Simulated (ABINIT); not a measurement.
Input of an ABINIT 10.8.3 (patched build) run:

The input run.abi:

```
# Datasets: ground state, then fixed potential
ndtset 2

# Pseudopotentials
pp_dirpath "./"
pseudos "As.LDA_PW-JTH.xml, B.LDA_PW-JTH.xml"

# Structure
acell 3.3778490937 3.3778490937 3.3778490937 Angstrom
rprim
     0.0000000000     0.7071067812     0.7071067812
     0.7071067812     0.0000000000     0.7071067812
     0.7071067812     0.7071067812     0.0000000000
ntypat 2
znucl 33 5
natom 2
typat 1 2
xred
     0.7500000000     0.7500000000     0.7500000000
     0.0000000000     0.0000000000     0.0000000000

# Plane-wave basis
ecut 15.0
pawecutdg 30.0

# Exchange and correlation
ixc 7

# Bands and occupations
occopt 3
tsmear 0.00183747

# SCF cycle
nstep 100

# Output
iomode 3
prtwf 0
prteig 0
prtebands 0
prtden1 1

# Dataset 1
kptopt1 1
ngkpt1 10 10 10
nshiftk1 1
shiftk1 0.0 0.0 0.0
nband1 13
tolvrs1 1.0e-9

# Dataset 2: bands along G-X-W-K-G-L-U-W-L-K
iscf2 -2
getden2 1
nband2 17
nbdbuf2 2
tolwfr2 1.0e-12
kptopt2 -9
ndivsm2 6
prteig2 1
prtvol2 -3
kptbounds2
     0.0000000000     0.0000000000     0.0000000000
     0.5000000000     0.0000000000     0.5000000000
     0.5000000000     0.2500000000     0.7500000000
     0.3750000000     0.3750000000     0.7500000000
     0.0000000000     0.0000000000     0.0000000000
     0.5000000000     0.5000000000     0.5000000000
     0.6250000000     0.2500000000     0.6250000000
     0.5000000000     0.2500000000     0.7500000000
     0.5000000000     0.5000000000     0.5000000000
     0.3750000000     0.3750000000     0.7500000000
```

Potentials or basis: JTH PAW LDA v2.0.

Command:

```bash
$ abinit run.abi > log 2>&1
```

**Question.** Predict the band gap on the k mesh.

**Answer.** 1.13 eV, indirect (least direct gap 3.25 eV).

**Question.** What does it give for the pressure?

**Answer.** -4.1 GPa.

**Question.** What does it give for the band gap along the path?

**Answer.** 1.13 eV, indirect (least direct gap 3.25 eV).

Levels at the corners of the path, in eV from the valence-band top:
```
point  band 7  band 8  band 9  band 10  band 11  band 12
    Γ    0.00    0.00    0.00     3.25     3.25     3.25
    X   -8.42   -4.07   -4.07     1.34     1.43    11.25
    W   -7.92   -5.50   -5.20     5.20     5.85     6.71
    K   -8.03   -5.96   -3.48     1.99     5.47     9.15
    Γ    0.00    0.00    0.00     3.25     3.25     3.25
    L   -8.74   -1.82   -1.82     2.67     4.77     4.77
    U   -8.03   -5.96   -3.48     1.99     5.47     9.15
    W   -7.92   -5.50   -5.20     5.20     5.85     6.71
    L   -8.74   -1.82   -1.82     2.67     4.77     4.77
    K   -8.03   -5.96   -3.48     1.99     5.47     9.15
```

LDA gaps usually lie below the measured ones, often by a third to a half.
